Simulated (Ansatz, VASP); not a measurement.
# Two plane-wave programs on CdS (Hawleyite)

```
Cd S
1.0
     0.00000    2.91650    2.91650
     2.91650    0.00000    2.91650
     2.91650    2.91650    0.00000
Cd S
1 1
Direct
  0.00000 0.00000 0.00000
  0.25000 0.25000 0.25000
```

Alike in both runs: task single point; functional PBEsol; k mesh 6 × 6 × 6; occupations gaussian, width 0.1 eV; no spin polarisation.

```csv
,VASP,Ansatz
version,VASP 6.6.1,Ansatz 0.2.0
potentials or method,"VASP PAW PBE potentials, release 64 (Cd, S)","scalar-relativistic, plane waves, PAW"
plane-wave cutoff (eV),520,420
valence electrons in the cell,18,26
```

Ansatz gave:

- gap on the k mesh at the Fermi level (eV): 1.00
- least direct gap on the mesh (eV): 1.00
- pressure (GPa): -0.3

Which values does VASP return?

gap on the k mesh at the Fermi level (eV): 1.01; least direct gap on the mesh (eV): 1.01; pressure (GPa): 0.1.

The two sets of potentials don't hold the same shells in valence.

Caveats: the PAW data sets were made with another functional, which shifts forces and pressure a little (VASP). Expect the measured gap to be larger: semilocal functionals such as PBEsol lack the derivative discontinuity.
